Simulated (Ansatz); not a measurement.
## Ionic part of the dielectric constant of MgH₂, mode by mode

These are results of DFT PBE, scalar-relativistic, plane waves, PAW in Ansatz, not measurements. Cutoff 420 eV, 8×8×8 k-points (Γ-centred), fixed occupations. No spin polarisation. Phonons by linear response, acoustic sum rule imposed.

Space group I4_1/amd (No. 141), tetragonal, a = 3.810 Å, c = 9.457 Å. Mg has 6 H at 1.94–1.99 Å; H has 3 Mg at 1.94–1.99 Å.

The structure comes from a generated guess, relaxed at this level; another structure or a mixture of phases may lie lower.

The primitive cell has V = 68.63 Å³ and ε∞,zz = 3.553. Each polar mode adds Δε = (4.92064×10⁷/V)·S/ν² along z, with S its oscillator strength in e²/amu, ν in cm⁻¹ and V in Å³.

Q: From these modes, find each Δε and ε0,zz.
| ν (cm⁻¹) | S_zz (e²/amu) |
| --- | --- |
| 766.22 | 3.641 |

A:
| ν (cm⁻¹) | Δε |
| --- | --- |
| 766.22 | 4.45 |

The sum is 4.45, so ε0,zz = 8.00; the run's tensor has 8.00.

Q: Where do the longitudinal modes lie for a wave vector along z?

A: At 1149.76 cm⁻¹. The Lyddane–Sachs–Teller product Π(ν_LO/ν_TO)² = 2.25 agrees with ε0/ε∞ = 2.25.
